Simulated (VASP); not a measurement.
Here is a VASP 6.6.1 calculation.

Contents of INCAR:

```
SYSTEM = CdS
  PREC = Accurate
  ENCUT = 520
  EDIFF = 1E-6
  ISMEAR = -1
  SIGMA = 0.05
  LREAL = .False.
  LASPH = .True.
  NELM = 80
  ALGO = Fast
  ISIF = 2
  LWAVE = .False.
  LCHARG = .True.
  GGA = PE
  LELF = .True.
  LVHAR = .True.
  NBANDS = 16
```

File KPOINTS:

```
Automatic mesh
0
Gamma
  8 8 8
  0 0 0
```

POSCAR

```
CdS
1.0
    0.0000000000      2.9165000000      2.9165000000
    2.9165000000      0.0000000000      2.9165000000
    2.9165000000      2.9165000000      0.0000000000
Cd S
1 1
Direct
    0.0000000000      0.0000000000      0.0000000000
    0.7500000000      0.7500000000      0.7500000000
```

Potentials or basis: VASP PAW PBE potentials, release 64 (Cd, S).

Launch:

```console
$ cat potpaw_PBE.64/Cd/POTCAR potpaw_PBE.64/S/POTCAR > POTCAR
$ mpirun -np 1 vasp_std > vasp.out
```

(1) Estimate the band gap on the k mesh.

(2) Predict the pressure.

Results:

(1) 1.15 eV, direct.

(2) 3.2 GPa.
